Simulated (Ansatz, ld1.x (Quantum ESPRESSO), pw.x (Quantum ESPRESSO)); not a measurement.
**beryllium (fcc): variants of one TM potential in the solid**

- Element: Be (Z = 4)
- Generator: ld1.x (Quantum ESPRESSO) 7.5
- Type: norm-conserving Troullier–Martins (Kleinman–Bylander form)
- Functional: PBE
- Relativity: scalar-relativistic
- Frozen core: [He]
- Valence charge: 2
- Reference configuration: 2s2 2p0
- Partial waves: 2p (bound, empty): rc 4.20 bohr; 3d channel at -0.05 Ry: rc 3.55 bohr; 2s (bound): rc 1.25 bohr
- Local potential: the s channel
- Core correction: none

Crystal test: fcc Be in pw.x 7.5, no spin, 18³ k-points, Fermi–Dirac smearing 0.01 Ry, cutoffs set for each file from its atomic test. The reference is all-electron LAPW (Ansatz 0.2.0) with the same functional, mesh and smearing; V0 and B0 come from Birch–Murnaghan fits to the pressures at five volumes. Errors are pseudo minus all-electron; Δ is the rms difference of the E(V) curves that follow from these fits, minima aligned, over ±6 % about the mean V0. Mesh and smearing are coarse, so the numbers serve the comparison and aren't converged zero-temperature values; the lattice is a test structure that the element need not adopt.

All-electron: a0 = 3.160 Å (V0 = 7.89 Å³/atom), B0 = 119.0 GPa.

Base: The largest radius (4.20 bohr) exceeds half the bond length (2.11 bohr), so the spheres overlap, which is one possible source of error among others. This is a poor potential for the solid. The pseudo pressure rises with volume over the whole range, a mechanical instability.

2 further variants are left out: they gave no file fit for a test, a broken result, the same result as the base, or pressures whose basis-set error rivals the error shown.

A dash in a converged row means that the minimum lies outside the volumes sampled.

| change | cutoffs (Ry) | pw.x | mean pressure error (GPa) |
| --- | --- | --- | --- |
| base | 100/400 | converged | -52.84 |
| local potential the d channel | 100/400 | converged | -55.57 |
| wave 3d channel at -0.05 Ry: rc 3.55 bohr becomes 3d channel at -0.05 Ry: rc 4.62 bohr | 100/400 | converged | -59.54 |

**Question.** Give the row for: reference 2s0.5 2p0.

**Answer.** pw.x: converged; mean pressure error (GPa): -57.37.
